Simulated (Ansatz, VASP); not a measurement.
# ZnSe (Stilleite): VASP beside Ansatz

Wanted: the spread between two codes on one cell, functional and k mesh. The cell is taken from a series of VASP runs on this material, whose earlier steps may have relaxed, scaled or displaced it; both programs get it as it stands.

Method: plane waves, with VASP 6.6.1 beside it; relaxation of cell and atoms at LDA and single point at HSE06, in Ansatz 0.2.0.

### 1. Starting point

The structure is cubic, space group F-43m (No. 216). Conventional cell: a = 5.578 Å, b = 5.578 Å, c = 5.578 Å, α = 90.00°, β = 90.00°, γ = 90.00°. Nearest to Se lie 4 Zn at 2.42 Å. Nearest to Zn lie 4 Se at 2.42 Å. Farther neighbours and most contacts between anions are not listed.

Structure file:

```xyz
2
Lattice="0.0000 2.7891 2.7891 2.7891 0.0000 2.7891 2.7891 2.7891 0.0000" Properties=species:S:1:pos:R:3 pbc="T T T"
Se    4.1836    4.1836    4.1836
Zn    0.0000    0.0000    0.0000
```

### 2. VASP: relaxation of cell and atoms, LDA

The relaxed volume is the usual yardstick between codes: its relative difference is about their pressure difference at one cell divided by the bulk modulus.

Lines of VASP's logs that name or quote its potential files are left out, and so is its time.

INCAR reads:

```
SYSTEM = ZnSe
PREC = Accurate
ENCUT = 450
EDIFF = 1E-06
NELM = 100
ISMEAR = 0
SIGMA = 0.03
LREAL = .FALSE.
ALGO = Normal
GGA = CA
NBANDS = 15
LORBIT = 11
LWAVE = .FALSE.
LCHARG = .FALSE.
KPAR = 8
IBRION = 2
NSW = 50
ISIF = 3
EDIFFG = -0.006
```

POSCAR reads:

```
ZnSe
1.0
    0.0000000000      2.7890648799      2.7890648799
    2.7890648799      0.0000000000      2.7890648799
    2.7890648799      2.7890648799      0.0000000000
Se Zn
1 1
Direct
    0.7500000000      0.7500000000      0.7500000000
    0.0000000000      0.0000000000      0.0000000000
```

KPOINTS reads:

```
Automatic mesh
0
Gamma
6 6 6
0 0 0
```

The projector-augmented-wave data sets are Se and Zn (LDA family, release 64).

The run is started by

```sh
mpirun -np 8 vasp_std
```

Numbers of over 12 decimals in the logs are rounded to 6 here.

Log:

```text
[banner, memory and clock lines left out]
running    8 mpi-ranks, on    1 nodes
 distrk:  each k-point on    1 cores,    8 groups
 distr:  one band on    1 cores,    1 groups

 POSCAR found type information on POSCAR SeZn
 POSCAR found :  2 types and       2 ions
|                                                                             |
|           W    W    AA    RRRRR   N    N  II  N    N   GGGG   !!!           |
|           W    W   A  A   R    R  NN   N  II  NN   N  G    G  !!!           |
|           W    W  A    A  R    R  N N  N  II  N N  N  G       !!!           |
|           W WW W  AAAAAA  RRRRR   N  N N  II  N  N N  G  GGG   !            |
|           WW  WW  A    A  R   R   N   NN  II  N   NN  G    G                |
|           W    W  A    A  R    R  N    N  II  N    N   GGGG   !!!           |
|                                                                             |
|     For optimal performance we recommend to set                             |
|       NCORE = 2 up to number-of-cores-per-socket                            |
|     NCORE specifies how many cores store one orbital (NPAR=cpu/NCORE).      |
|     This setting can greatly improve the performance of VASP for DFT.       |
|     The default, NCORE=1 might be grossly inefficient on modern             |
|     multi-core architectures or massively parallel machines. Do your        |
|     Unfortunately you need to use the default for GW and RPA                |
|     calculations (for HF NCORE is supported but not extensively tested      |
|     yet).                                                                   |
|                                                                             |

 LDA part: xc-table for (Slater(with rela. corr.)+CA(PZ))
 , standard interpolation
 POSCAR, INCAR and KPOINTS ok, starting setup
 FFT: planning ... GRIDC
 FFT: planning ... GRID_SOFT
 FFT: planning ... GRID
 WAVECAR not read
 entering main loop
       N       E                     dE             d eps       ncg     rms          rms(c)
DAV:   1     0.831453019407E+02    0.83145E+02   -0.83996E+03   480   0.128E+03
DAV:   2    -0.233265887151E+01   -0.85478E+02   -0.80731E+02   522   0.247E+02
DAV:   3    -0.763292166613E+01   -0.53003E+01   -0.52785E+01   627   0.630E+01
DAV:   4    -0.767845598884E+01   -0.45534E-01   -0.45528E-01   550   0.593E+00
DAV:   5    -0.767870502176E+01   -0.24903E-03   -0.24903E-03   662   0.414E-01    0.523E+00
DAV:   6    -0.739646324944E+01    0.28224E+00   -0.59180E-01   663   0.271E+01    0.395E+00
DAV:   7    -0.737014172788E+01    0.26322E-01   -0.16724E-01   564   0.410E+00    0.163E+00
DAV:   8    -0.736573744592E+01    0.44043E-02   -0.35260E-03   726   0.809E-01    0.429E-01
DAV:   9    -0.736517218086E+01    0.56527E-03   -0.94776E-04   564   0.261E-01    0.598E-02
DAV:  10    -0.736518991557E+01   -0.17735E-04   -0.11681E-04   608   0.111E-01    0.189E-02
DAV:  11    -0.736518276552E+01    0.71500E-05   -0.15481E-05   734   0.617E-02    0.439E-03
DAV:  12    -0.736518280899E+01   -0.43474E-07   -0.25754E-06   571   0.116E-02
   1 F= -.73651828E+01 E0= -.73651828E+01  d E =-.736518E+01
 curvature:   0.00 expect dE= 0.000E+00 dE for cont linesearch  0.000E+00
 trial: gam= 0.00000 g(F)=  0.144E-46 g(S)=  0.529E-04 ort = 0.000E+00 (trialstep = 0.100E+01)
 search vector abs. value=  0.529E-04
 bond charge predicted
       N       E                     dE             d eps       ncg     rms          rms(c)
DAV:   1    -0.736594380786E+01   -0.76104E-03   -0.84482E-03   599   0.188E+00    0.192E-01
DAV:   2    -0.736529939674E+01    0.64441E-03   -0.20487E-03   599   0.126E+00    0.702E-02
DAV:   3    -0.736522106215E+01    0.78335E-04   -0.74202E-05   553   0.966E-02    0.338E-02
DAV:   4    -0.736519968923E+01    0.21373E-04   -0.12712E-05   613   0.498E-02    0.128E-02
DAV:   5    -0.736519705481E+01    0.26344E-05   -0.23372E-06   405   0.279E-02    0.116E-03
DAV:   6    -0.736519711886E+01   -0.64048E-07   -0.97577E-07   293   0.114E-02
   2 F= -.73651971E+01 E0= -.73651971E+01  d E =-.143099E-04
 trial-energy change:   -0.000014  1 .order   -0.000021   -0.000053    0.000011
 step:   0.6954(harm=  0.8221)  dis= 0.00000  next Energy=    -7.365199 (dE=-0.162E-04)
 reached required accuracy - stopping structural energy minimisation
```

OUTCAR, selected parts (step 2):

```text
ion  position               nearest neighbor table
   1  0.750  0.750  0.750-   2 2.42   2 2.42   2 2.42   2 2.42
   2  0.000  0.000  0.000-   1 2.42   1 2.42   1 2.42   1 2.42

  LATTYP: Found a face centered cubic cell.
 ALAT       =     5.5781297598

 Subroutine GETGRP returns: Found 24 space group operations
 (whereof 24 operations were pure point group operations)

The static configuration has the point symmetry T_d .

 Found     16 irreducible k-points:

   k-points           NKPTS =     16   k-points in BZ     NKDIM =     16   number of bands    NBANDS=     15

   dimension x,y,z NGX =    28 NGY =   28 NGZ =   28
   dimension x,y,z NGXF=    56 NGYF=   56 NGZF=   56

   ENCUT  =  450.0 eV  33.07 Ry    5.75 a.u.   6.82  6.82  6.82*2*pi/ulx,y,z

   NELECT =      18.0000    total number of electrons

 k-points in reciprocal lattice and weights: Automatic mesh
   0.00000000  0.00000000  0.00000000       0.005
   0.16666667  0.00000000  0.00000000       0.037
   0.33333333  0.00000000  0.00000000       0.037
   0.50000000  0.00000000  0.00000000       0.019
   0.16666667  0.16666667  0.00000000       0.028
   0.33333333  0.16666667  0.00000000       0.111
   0.50000000  0.16666667  0.00000000       0.111
  -0.33333333  0.16666667  0.00000000       0.111
  -0.16666667  0.16666667  0.00000000       0.056
[...]
-0.33333333  0.33333333  0.16666667       0.111
  -0.33333333  0.50000000  0.16666667       0.056

 average (electrostatic) potential at core
       1 -61.8247       2 -37.8824

 E-fermi :   2.1325

 k-point     1 :       0.0000    0.0000    0.0000
  band No.  band energies     occupation
    ...
      5      -4.5081      2.00000
      6      -4.5081      2.00000
      7       1.9610      2.00000
      8       1.9610      2.00000
      9       1.9610      2.00000
     10       3.2325      0.00000
     11       7.6423      0.00000
     12       7.6423      0.00000
     13       7.6423      0.00000
     14      11.7984      0.00000
    ...

 k-point     2 :       0.1667    0.0000    0.0000
  band No.  band energies     occupation
    ...
      5      -4.5103      2.00000
      6      -4.5103      2.00000
      7      -0.0712      2.00000
      8       1.6810      2.00000
      9       1.6810      2.00000
     10       4.5142      0.00000
     11       7.7571      0.00000
     12       8.0729      0.00000
     13       8.0729      0.00000
     14      12.4229      0.00000
    ...

 k-point     3 :       0.3333    0.0000    0.0000
  band No.  band energies     occupation
    ...
      5      -4.5011      2.00000
      6      -4.5011      2.00000
      7      -2.3653      2.00000
      8       1.2138      2.00000
      9       1.2138      2.00000
     10       4.5692      0.00000
     11       8.3434      0.00000
     12       8.3434      0.00000
     13       9.5492      0.00000
     14      12.2402      0.00000
    ...

  Total        0.0058508      0.0058508      0.0058508      0.0000000     -0.0000000     -0.0000000
  in kB        0.2164565      0.2164565      0.2164565      0.0000000     -0.0000000     -0.0000000
  external PRESSURE =       0.2164565 kB  Pullay stress =       0.0000000 kB

  energy-cutoff  :      450.00
  volume of cell :       43.31
      direct lattice vectors                 reciprocal lattice vectors
    -0.000000000  2.787245990  2.787245990    -0.179388544  0.179388544  0.179388544
     2.787245990  0.000000000  2.787245990     0.179388544 -0.179388544  0.179388544
     2.787245990  2.787245990  0.000000000     0.179388544  0.179388544 -0.179388544

 POSITION                                       TOTAL-FORCE (eV/Angst)
 -----------------------------------------------------------------------------------
      4.18087      4.18087      4.18087        -0.000000     -0.000000     -0.000000
      2.78725      2.78725      0.00000         0.000000      0.000000      0.000000
 -----------------------------------------------------------------------------------
    total drift:                               -0.000001     -0.000001     -0.000001

  FREE ENERGIE OF THE ION-ELECTRON SYSTEM (eV)
  ---------------------------------------------------
  free  energy   TOTEN  =        -7.3651971189 eV

  energy  without entropy=       -7.3651971189  energy(sigma->0) =       -7.36519712

 reached required accuracy - stopping structural energy minimisation

 total charge
# of ion       s       p       d       tot
------------------------------------------
    1        1.439   2.443   0.035   3.916
    2        0.557   0.495   9.789  10.841
--------------------------------------------------
tot          1.996   2.938   9.824  14.757

[... 3 further parts left out ...]
```

CONTCAR:

```
ZnSe
   1.00000000000000
    -0.0000000000000000    2.7872459901329036    2.7872459901329036
     2.7872459901329036    0.0000000000000000    2.7872459901329036
     2.7872459901329036    2.7872459901329036    0.0000000000000000
  Se              Zn
     1     1
Direct
     0.7500000000000000    0.7500000000000000    0.7500000000000000
     0.0000000000000000    0.0000000000000000    1.0000000000000000
```

### 3. Ansatz: relaxation of cell and atoms, LDA

Ansatz runs on its default PAW (the set named soft_2) files.

The same cell, functional (in two slightly different forms), mesh and smearing now go to Ansatz, which takes its cutoff from its data sets.

input.yaml reads:

```yaml
crystal:
  lattice:
    - [0.0, 2.7890648799, 2.7890648799]
    - [2.7890648799, 0.0, 2.7890648799]
    - [2.7890648799, 2.7890648799, 0.0]
  atoms:
    - { symbol: Se, position: [0.75, 0.75, 0.75] }
    - { symbol: Zn, position: [0.0, 0.0, 0.0] }
hamiltonian:
  xc: lda
  pseudopotentials: { kind: paw }
kpoints:
  mp_grid: { grid: [6, 6, 6] }
scf:
  occupations: { method: gaussian, width: 0.03 }
relax:
  f_tol: 0.01
  max_steps: 60
  cell: { stress_tol: 0.05 }
output:
  forces: true
  stress: true
  write_density: true
  write_potential: true
  elf: true
  volumetric_format: npy
```

The run is started by

```sh
ansatz run input.yaml --threads 4 --pin off --max-ram 9216MiB --backend cpu --events-out ev --progress --plain --runs-dir out
```

Log:

```text
Engine: ansatz 0.2.0, aarch64-unknown-linux-gnu
Pseudopotentials: kind: paw
Pseudopotential: Se, paw, valence charge 16, recommended cutoff 420 eV (normal), Se.paw.azcp
Pseudopotential: Zn, paw, valence charge 12, recommended cutoff 420 eV (normal), Zn.paw.azcp
Functional definition: SPW92
  exchange = slater_x
  correlation = pw_c
Crystal: 2 atoms, lattice volume = 43.392 Å³
Basis set: ecut = 420 eV, 869 PW (Γ)
Bands: 18, of which v1, the nominal top of the filled ones, is band 14 counted from 1 (13 counted from 0)
Symmetry: 24 space group operations
Space group: F-43m (ITA 216), of the structure as read, at distance tolerance 3.5e-5 Å
k-points: 16 of 216 (time reversal used)
Non-local potential: Se, projectors of the file, l = 0: 2, l = 1: 2, l = 2: 3, l = 3: 1
Non-local potential: Zn, projectors of the file, l = 0: 2, l = 1: 2, l = 2: 3, l = 3: 1
PAW form: soft (Blöchl's): semilocal exchange-correlation on the pseudo side does not see the compensation charge
PAW frozen core: Se, regenerated for the run's functional, and the local potential with it (the file was generated under x = pbe(κ = 0.804, μ = 0.219515), c = pbe(β = 0.066725))
PAW frozen core: Zn, regenerated for the run's functional, and the local potential with it (the file was generated under x = pbe(κ = 0.804, μ = 0.219515), c = pbe(β = 0.066725))
PAW one-centre angular grid: Se, 590 points (default); XC on 64 Gauss nodes
PAW one-centre angular grid: Zn, 590 points (default); XC on 64 Gauss nodes
Initial density: superposition of atomic densities (neutral atoms: chi_scale 0, normalization atom), corrected by the library's trained network
Initial wavefunctions: pseudopotential atomic-orbital guess
Functional: x = slater, c = lda
SCF iter   1: F=—  HF=-8630.845684 eV  |F-HF|=—  |Δ(HF+E_count)|=         —  Δρ=5.24e-3  dr2=6.41e-3  ethr=1.77e-3  ⟨swp⟩=5.8  Hψ=1467  notcnv=0
preconditioner: auto → none  [insulator: Δε(μ)=1.192 eV  Ē_g=12.097 eV  σ=0.030 eV  W_gap=1.00  n_scr=14 (ndim 8)  ℏωp=23.9 eV  f_vac=0.105  D(μ)=0.00/eV (n_scr^D=0)  ε∞_Penn≈4.9]
SCF iter   2: F=—  HF=-8630.843692 eV  |F-HF|=—  |Δ(HF+E_count)|=   1.99e-3  Δρ=1.98e-3  dr2=8.45e-4  ethr=2.29e-5  ⟨swp⟩=2.0  Hψ=608  notcnv=0
SCF iter   3: F=—  HF=-8630.843583 eV  |F-HF|=—  |Δ(HF+E_count)|=   1.10e-4  Δρ=1.44e-3  dr2=3.91e-4  ethr=3.02e-6  ⟨swp⟩=2.0  Hψ=443  notcnv=0
SCF iter   4: F=—  HF=-8630.843475 eV  |F-HF|=—  |Δ(HF+E_count)|=   1.07e-4  Δρ=2.35e-4  dr2=1.94e-5  ethr=1.40e-6  ⟨swp⟩=2.0  Hψ=415  notcnv=0
SCF iter   5: F=—  HF=-8630.843470 eV  |F-HF|=—  |Δ(HF+E_count)|=   5.72e-6  Δρ=1.97e-5  dr2=1.87e-7  ethr=6.93e-8  ⟨swp⟩=2.0  Hψ=421  notcnv=0
SCF iter   6: F=-8630.843470 eV  HF=-8630.843470 eV  |F-HF|=3.16e-8  |Δ(HF+E_count)|=   5.59e-8  Δρ=4.91e-6  dr2=6.53e-9  ethr=3.57e-10  ⟨swp⟩=8.9  Hψ=1894  notcnv=0
SCF 1 converged in 6 iterations: F = -8630.843470 eV  dr2 = 6.53e-9
  Residual-converged pass: ⟨swp⟩=1.1  Hψ=353  notcnv=0  max |occ|·‖R‖ = 7.1e-9 eV (tolerance 1.0e-8 eV)  dr2=6.53e-9  dr2_onsite=3.14e-8  max |Δocc| = 9.1e-192
  greatest PAW one-centre occupation: 1.000 electrons in one spin orbital (limit 2), on the Se atom at site 0 (counted from 0), in its partial waves of l = 2
relax step   1: F+E_penalty+E_count = -8630.84346967 eV  Δ(F+E_penalty+E_count) = +0.000e0 eV  max|allowed force component| = 1.249e-16 eV/Å  Δτ_max = 0.0000 Å  P = -0.379 GPa  Ω = 43.392 Å³  (6 SCF iters, dr2 threshold 1.00e-7 eV, accepted)
[...]
relax step   2: F+E_penalty+E_count = -8630.84377571 eV  Δ(F+E_penalty+E_count) = -3.060e-4 eV  max|allowed force component| = 6.534e-17 eV/Å  Δτ_max = 0.0000 Å  P = -0.103 GPa  Ω = 43.222 Å³  energy of the carried Pulay correction = +5.073e-5 eV  (4 SCF iters, dr2 threshold 2.00e-7 eV, accepted)
[...]
relax step   3: F+E_penalty+E_count = -8630.84381464 eV  Δ(F+E_penalty+E_count) = -3.893e-5 eV  max|allowed force component| = 2.660e-17 eV/Å  Δτ_max = 0.0000 Å  P = +0.001 GPa  Ω = 43.159 Å³  energy of the carried Pulay correction = +6.963e-5 eV  (4 SCF iters, dr2 threshold 2.66e-8 eV, accepted)
[...]
relax step   4: F+E_penalty+E_count = -8630.84376213 eV  Δ(F+E_penalty+E_count) = +5.251e-5 eV  max|allowed force component| = 7.228e-17 eV/Å  Δτ_max = 0.0000 Å  P = +0.001 GPa  Ω = 43.159 Å³  stress off target by 6.36e-4 GPa  SCF on the basis re-selected at this cell (its energy is not comparable with the rows above)  (4 SCF iters)
basis re-selected at this cell: Δ(F+E_penalty+E_count) = +5.251e-5 eV, ΔP = -0.000 GPa vs the last step (what re-selecting the basis moved, of the pressure what is left beyond the Pulay correction that the steps carried, after the strain that the cell walked since its last selection, with what the two solves' SCF thresholds leave and, on support functions, any second-order correction that the steps lacked; it is no m [...]
SCF converged after 4 iterations
Free energy (F): -8630.843762 eV
Harris-Foulkes:  -8630.843762 eV  (|F-HF|=2.00e-11)
Internal energy: -8630.843762 eV  (E = F + TS)
E sigma→0 (E₀):  -8630.843762 eV
Fermi energy:    7.829901 eV
--- Per-component energies (eV) ---
  E_band       = -377.482632
  E_kinetic    = 252.164104
  E_local      = -4323.606082  (includes V_loc(G=0)·N_el)
  E_nonlocal   = 27.357190
  E_hartree    = 2001.717149
  E_xc         = -239.790755
  E_vxc        = -152.897403  (∫ρ·V_xc dr)
  E_paw        = -3582.923163  (= ΣΔE_a)
  E_vpaw       = -183.933563  (= ΣTr[D̂ρ^β])
  E_aug_tail   = -0.000958  (compensation charges beyond the density's cutoff)
  E_ewald      = -2769.535751
  E_core_change = 3.774504  (= ΣΔE_core)
  E_smearing   = -0.000000  (= −TS)
  E_closure    = 0.000000  (closes the sum)
  Σ components = -8630.843762   (vs F -8630.843762, Δ=0.00e0)
--- Forces (eV/Å), atoms counted from 1 ---
  atom   1  Se     0.00000000    -0.00000000    -0.00000000
  atom   2  Zn    -0.00000000     0.00000000     0.00000000
  max |Σ_I F_I| component: 9.60e-17 eV/Å
--- Stress (GPa, compression-positive) ---
        0.000636      -0.000000       0.000000
        0.000000       0.000636       0.000000
        0.000000       0.000000       0.000636
  P = ⅓ Tr σ = 0.0006 GPa (0.006 kbar)
--- Band table (eV; the first three rows and the last of 16) ---
  k-point 0: bands = [... 10 lower, 0.7481, 7.2065, 7.2065, 7.2065, 8.4525, 12.9025, 12.9025, 12.9025]
  k-point 1: bands = [... 10 lower, 0.7458, 5.1661, 6.9255, 6.9255, 9.7441, 13.0077, 13.3339, 13.3339]
  k-point 2: bands = [... 10 lower, 0.7551, 2.8690, 6.4564, 6.4564, 9.8037, 13.6049, 13.6049, 14.7928]
  k-point 15: bands = [... 10 lower, 1.0583, 2.1783, 4.3298, 4.3783, 11.4861, 12.0097, 15.4966, 15.8104]
--- Relaxed structure (3 steps of the walk, 3 accepted, 1 SCFs on fresh bases) ---
  F+E_penalty+E_count = -8630.84376213 eV   max|allowed force component| = 7.228e-17 eV/Å   (the final SCF, on the basis selected at the relaxed cell)
  cell:  # Å, volume = 43.1594 Å³
    - [0, 2.784080, 2.784080]
    - [2.784080, 0, 2.784080]
    - [2.784080, 2.784080, 0]
  atoms:
    - { symbol: Se, position: [0.750000, 0.750000, 0.750000] }
    - { symbol: Zn, position: [0, 0, 0] }
```

Wall time 1.8 s (4 threads of Arm Neoverse V1, shared host); peak memory 0.34 GiB.

### 4. Differences

Known differences besides the potentials themselves: the two LDA forms differ slightly; both relaxations stop at a tolerance, which leaves soft axes loose, and VASP keeps its plane-wave basis; the data sets hold 28 valence electrons in Ansatz (default PAW (the set named soft_2) files) and 18 in VASP; the cutoff is 420 eV in Ansatz and 450 eV in VASP; VASP's log shows a relativistic correction to its local exchange, Ansatz's none; Ansatz adds a Pulay correction to the stress that steers its cell, VASP none. Total energies have different zeros and are not compared.

Both answers:

```tsv
quantity	Ansatz	VASP	difference
volume (Å³)	43.16	43.31	-0.34 %
edge a after relaxation, in the typed setting (Å)	3.937	3.942	-0.11 %
```

The walks stopped with 0.00 GPa left in Ansatz and 0.02 GPa in VASP; each walk ends within a tolerance, so the volume difference is uncertain by about these residues over the bulk modulus, most in soft cells.

(Continued in part 2 of 2.)

[Lines on the potential files, build, host, timing and source positions are cut from VASP's logs without a mark.]

[Logs are printed without paths, hosts, clocks, repeated set-up lines and the standing remarks that a program may print on its own settings, such as how far it seeks lower states.]

[Hosts, paths, dates, database ids (printed as entryN), source tags and the programs' standing remarks are cut or masked in the printed files.]
